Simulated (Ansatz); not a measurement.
A run of Ansatz 0.2.0:

The input input.yaml:

```yaml
crystal:
  lattice:
    - [2.1542, 1.2437279499, 3.758]
    - [-2.1542, 1.2437279499, 3.758]
    - [0.0, -2.4874558998, 3.758]
  atoms:
    - { symbol: Sb, position: [0.76651, 0.76651, 0.76651] }
    - { symbol: Sb, position: [0.23349, 0.23349, 0.23349] }
hamiltonian:
  xc: { exchange: pbe, correlation: pbe, exx: { coeff: 0.5 } }
  pseudopotentials: { kind: paw }
kpoints:
  mp_grid: { grid: [4, 4, 4] }
scf:
  occupations: { method: fermi_dirac, width: 0.05 }
output:
  forces: true
  stress: true
  eigenvalues: true
```

Potentials or basis: Ansatz PAW.

The run is started by

```console
$ ansatz run input.yaml --threads 2 --pin off --max-ram 5632MiB --backend cpu --events-out ev --progress --plain --runs-dir out
```

Hardware: 2 threads of Arm Neoverse V1 (shared host).

Question: How long does it take, and how much memory?

Answer: Run time: 18 s on 2 threads of Arm Neoverse V1, on a shared host, peak memory 0.71 GiB. Counts: scf iterations 31, plane waves 1195, k points 13, bands 19.
